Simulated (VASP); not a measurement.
**PbSe (strained rocksalt): a r²SCAN single-point calculation in VASP**

INCAR

```
ENCUT = 520
NELM = 120
EDIFF = 1E-7
LCHARG = .FALSE.
PREC = Accurate
IBRION = -1
SIGMA = 0.01
ALGO = Normal
NSW = 0
NBANDS = 17
LASPH = .TRUE.
ISMEAR = 0
LREAL = .FALSE.
METAGGA = R2SCAN
ISIF = 2
LWAVE = .FALSE.
```

KPOINTS

```
KPOINTS created by Atomic Simulation Environment
0
Gamma
8 8 8
0 0 0
```

KPOINTS_OPT

```
special points
6
Reciprocal
0.0000000000 0.0000000000 0.0000000000 1
0.5000000000 0.0000000000 0.5000000000 1
0.6250000000 0.2500000000 0.6250000000 1
0.3750000000 0.3750000000 0.7500000000 1
0.5000000000 0.5000000000 0.5000000000 1
0.5000000000 0.2500000000 0.7500000000 1
```

POSCAR

```
Pb Se
 1.0000000000000000
     0.0000000000000000    3.0887022130999999    3.2452994152999999
     3.0887022130999999    0.0000000000000000    3.2452994152999999
     3.0887022130999999    3.0887022130999999    0.0000000000000000
 Pb  Se
   1   1
Cartesian
  0.0000000000000000  0.0000000000000000  0.0000000000000000
  3.0887022130999995  3.0887022130999995  3.2452994152999994
```

VASP ran with the recommended PBE PAW datasets (20 valence electrons in the cell).

Command

```
mpirun -np 1 vasp_std
```

From OUTCAR

```
k-points           NKPTS =     59   k-points in BZ     NKDIM =     59   number of bands    NBANDS=     17

   NELECT =      20.0000    total number of electrons

   dimension x,y,z NGX =    36 NGY =   36 NGZ =   32
   dimension x,y,z NGXF=    72 NGYF=   72 NGZF=   64

  energy-cutoff  :      520.00
  volume of cell :       61.92
      direct lattice vectors                 reciprocal lattice vectors
     0.000000000  3.088702213  3.245299415    -0.161880287  0.161880287  0.154068989
     3.088702213  0.000000000  3.245299415     0.161880287 -0.161880287  0.154068989
     3.088702213  3.088702213  0.000000000     0.161880287  0.161880287 -0.154068989

 k-points in reciprocal lattice and weights: KPOINTS created by Atomic Simulation Env
   0.00000000  0.00000000  0.00000000       0.002
   0.12500000  0.00000000  0.00000000       0.016
   0.25000000  0.00000000  0.00000000       0.016
   0.37500000  0.00000000  0.00000000       0.016
   0.50000000  0.00000000  0.00000000       0.008
   0.12500000  0.12500000  0.00000000       0.004
   0.25000000  0.12500000  0.00000000       0.016
   0.37500000  0.12500000  0.00000000       0.016
   ...

 E-fermi :   4.0698

 k-point     1 :       0.0000    0.0000    0.0000
  band No.  band energies     occupation
      1     -13.3810      2.00000
      2     -13.3738      2.00000
      3     -13.3738      2.00000
      4     -13.3542      2.00000
      5     -13.3435      2.00000
      6      -9.5222      2.00000
      7      -2.4763      2.00000
      8       2.1772      2.00000
      9       2.1772      2.00000
     10       2.5811      2.00000
     11       8.1864      0.00000
     12       9.2198      0.00000
     13       9.2198      0.00000
     14      10.9319      0.00000
     15      11.2166      0.00000
     16      11.2166      0.00000
     17      12.0313      0.00000

 k-point     2 :       0.1250    0.0000    0.0000
  band No.  band energies     occupation
      1     -13.3818      2.00000
      2     -13.3729      2.00000
      3     -13.3717      2.00000
      4     -13.3514      2.00000
      5     -13.3457      2.00000
      6      -9.4159      2.00000
      7      -2.8184      2.00000
      8       2.2378      2.00000
      9       2.3626      2.00000
     10       2.6529      2.00000
     11       7.5067      0.00000
     12       8.3586      0.00000
     13       8.5675      0.00000
     14      10.8980      0.00000
     15      11.3809      0.00000
     16      11.5201      0.00000
     17      13.0042      0.00000

 k-point     3 :       0.2500    0.0000    0.0000
  band No.  band energies     occupation
      1     -13.3855      2.00000
      2     -13.3708      2.00000
      3     -13.3688      2.00000
      4     -13.3492      2.00000
      5     -13.3435      2.00000
      6      -9.1275      2.00000
      7      -3.5868      2.00000
      8       2.4068      2.00000
      9       2.5214      2.00000
     10       3.0570      2.00000
     11       6.3045      0.00000
     12       7.1615      0.00000
     13       7.4398      0.00000
     14      11.0571      0.00000
     15      12.2869      0.00000
     16      12.3191      0.00000
     17      14.8441      0.00000

 k-point     4 :       0.3750    0.0000    0.0000
  band No.  band energies     occupation
      1     -13.3900      2.00000
      2     -13.3709      2.00000
      3     -13.3691      2.00000
      4     -13.3477      2.00000
      5     -13.3344      2.00000
      6      -8.7731      2.00000
      7      -4.3419      2.00000
      8       2.5909      2.00000
      9       2.6227      2.00000
     10       3.6002      2.00000
     11       5.2792      0.00000
     12       6.2980      0.00000
     13       6.5368      0.00000
     14      11.9434      0.00000
     15      13.5328      0.00000
     16      13.6535      0.00000
     17      15.5889      0.00000

 k-point     5 :       0.5000    0.0000    0.0000
  band No.  band energies     occupation
      1     -13.3919      2.00000
      2     -13.3729      2.00000
      3     -13.3686      2.00000
      4     -13.3459      2.00000
      5     -13.3305      2.00000
      6      -8.5956      2.00000
      7      -4.6695      2.00000
      8       2.6220      2.00000
      9       2.7337      2.00000
     10       3.9793      2.00000
     11       4.7366      0.00000
     12       5.9775      0.00000
     13       6.1840      0.00000
     14      12.9456      0.00000
     15      14.4204      0.00000
     16      14.5911      0.00000
     17      14.9488      0.00000

 k-point     6 :       0.1250    0.1250    0.0000
  band No.  band energies     occupation
      1     -13.3892      2.00000
      2     -13.3697      2.00000
      3     -13.3697      2.00000
      4     -13.3557      2.00000
      5     -13.3418      2.00000
      6      -9.3933      2.00000
      7      -2.7661      2.00000
      8       2.0073      2.00000
      9       2.0073      2.00000
     10       3.0073      2.00000
     11       6.5939      0.00000
     12       9.1298      0.00000
     13       9.1298      0.00000
     14      10.1609      0.00000
     15      12.0415      0.00000
     16      12.0415      0.00000
     17      13.4482      0.00000

 k-point     7 :       0.2500    0.1250    0.0000
  band No.  band energies     occupation
      1     -13.3971      2.00000
      2     -13.3661      2.00000
      3     -13.3655      2.00000
      4     -13.3538      2.00000
      5     -13.3421      2.00000
      6      -9.1766      2.00000
      7      -3.2491      2.00000
      8       1.9423      2.00000
      9       2.0223      2.00000
     10       3.0204      2.00000
     11       5.9844      0.00000
     12       8.3723      0.00000
     13       8.5941      0.00000
     14      10.2314      0.00000
     15      12.4913      0.00000
     16      12.8677      0.00000
     17      14.6929      0.00000

 k-point     8 :       0.3750    0.1250    0.0000
  band No.  band energies     occupation
      1     -13.4015      2.00000
      2     -13.3649      2.00000
      3     -13.3648      2.00000
      4     -13.3458      2.00000
      5     -13.3433      2.00000
      6      -8.8438      2.00000
      7      -3.9698      2.00000
      8       2.0773      2.00000
      9       2.0855      2.00000
     10       2.8871      2.00000
     11       5.8339      0.00000
     12       7.4037      0.00000
     13       7.6206      0.00000
     14      10.9387      0.00000
     15      13.3363      0.00000
     16      14.0032      0.00000
     17      15.7081      0.00000

 k-point     9 :       0.5000    0.1250    0.0000
  band No.  band energies     occupation
      1     -13.4004      2.00000
      2     -13.3679      2.00000
      3     -13.3660      2.00000
      4     -13.3449      2.00000
      5     -13.3366      2.00000
      6      -8.5782      2.00000
      7      -4.5039      2.00000
      8       1.8497      2.00000
      9       2.3787      2.00000
     10       3.2055      2.00000
     11       5.6604      0.00000
     12       6.7684      0.00000
     13       6.9325      0.00000
     14      12.2252      0.00000
     15      14.0946      0.00000
     16      14.7697      0.00000
     17      14.7883      0.00000

 k-point    10 :      -0.3750    0.1250    0.0000
  band No.  band energies     occupation
      1     -13.3940      2.00000
      2     -13.3689      2.00000
      3     -13.3689      2.00000
      4     -13.3498      2.00000
      5     -13.3318      2.00000
      6      -8.6110      2.00000
      7      -4.5070      2.00000
      8       1.6955      2.00000
      9       2.6935      2.00000
     10       3.6942      2.00000
     11       5.3387      0.00000
     12       6.3306      0.00000
     13       7.1218      0.00000
     14      12.2131      0.00000
     15      13.4976      0.00000
     16      14.4653      0.00000
     17      15.3508      0.00000

 k-point    11 :      -0.2500    0.1250    0.0000
  band No.  band energies     occupation
      1     -13.3854      2.00000
      2     -13.3723      2.00000
      3     -13.3666      2.00000
      4     -13.3560      2.00000
      5     -13.3344      2.00000
      6      -8.9123      2.00000
      7      -4.0060      2.00000
      8       1.8022      2.00000
      9       2.7633      2.00000
     10       3.6600      2.00000
     11       5.7195      0.00000
     12       6.5662      0.00000
     13       7.5780      0.00000
     14      11.3328      0.00000
     15      12.3115      0.00000
     16      13.7417      0.00000
     17      14.1845      0.00000

 ...

  Total       -0.2524647     -0.2524647     -1.7996343      0.0000000      0.0000000      0.0000000
  in kB       -6.5324239     -6.5324239    -46.5648287      0.0000000      0.0000000      0.0000000
  external PRESSURE =     -19.8765588 kB  Pullay stress =       0.0000000 kB

 POSITION                                       TOTAL-FORCE (eV/Angst)
 -----------------------------------------------------------------------------------
      0.00000      0.00000      0.00000         0.000000      0.000000     -0.000000
      3.08870      3.08870      3.24530         0.000000      0.000000      0.000000
 -----------------------------------------------------------------------------------
    total drift:                                0.000000      0.000000      0.000000

  FREE ENERGIE OF THE ION-ELECTRON SYSTEM (eV)
  ---------------------------------------------------
  free  energy   TOTEN  =       -71.8917838397 eV

  energy  without entropy=      -71.8917838397  energy(sigma->0) =      -71.89178384
```

```
gap between bands v and c : 0.76 eV
least direct gap          : 0.76 eV
pressure                  : -2.0 GPa
```

Band v is the last that the valence electrons fill when counted band by band, and c is the next.
